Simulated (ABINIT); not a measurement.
Here is an ABINIT 10.8.3 (patched build) calculation.

run.abi

```
# Datasets: one volume each
ndtset 7
getwfk -1
scalecart1 3*0.9795861087
scalecart2 3*0.9864848297
scalecart3 3*0.9932883884
scalecart4 3*1.0000000000
scalecart5 3*1.0066227096
scalecart6 3*1.0131594038
scalecart7 3*1.0196128224

# Pseudopotentials
pp_dirpath "./"
pseudos "Au.upf"

# Structure
acell 2.8779245994 2.8779245994 2.8779245994 Angstrom
rprim
     0.0000000000     0.7071067812     0.7071067812
     0.7071067812     0.0000000000     0.7071067812
     0.7071067812     0.7071067812     0.0000000000
ntypat 1
znucl 79
natom 1
typat 1
xred
     0.0000000000     0.0000000000     0.0000000000

# Plane-wave basis
ecut 1034.032677 eV

# k points
kptopt 1
ngkpt 11 11 11
nshiftk 1
shiftk 0.0 0.0 0.0

# Exchange and correlation
ixc -116133

# Bands and occupations
nband 14
occopt 3
tsmear 0.05 eV

# SCF cycle
nstep 100
tolvrs 1.0e-10

# Output
iomode 3
prtwf 1
prtden 0
prteig 0
prtebands 0
enunit 2
```

Potentials or basis: PseudoDojo NC SR PBEsol v0.4.1 standard.

Launch:

```console
$ abinit run.abi > log 2>&1
```

Task: What does it give for the equilibrium volume?

Result: 16.97 Å³/atom.

Task: What does it give for the bulk modulus?

Result: 176 GPa.

Energy against volume, from the lowest point:
```
volume (Å³/atom)  energy (meV/atom)
          15.843              47.82
          16.181              22.22
          16.518               6.69
          16.855               0.00
          17.192               1.04
          17.529               8.86
          17.866              22.59
```

Caveat: pressures at fixed basis lie under the slope of the energies. Spin-orbit coupling is left out, which matters for the levels of Au.

**The experiment to reproduce.**

From “Exploring toroidal anvil profiles for larger sample volumes above 4 Mbar”, 2024, pmc:11102561, for a bulk crystal of Au: bulk modulus 167 GPa.

Measured bulk modulus of Au: 167 GPa (quoted in “Exploring toroidal anvil profiles for larger sample volumes above 4 Mbar”, 2024, pmc:11102561). This calculation gives 176 GPa (+5.6 %). The fit is for a static lattice scaled at fixed shape and fixed fractional positions.
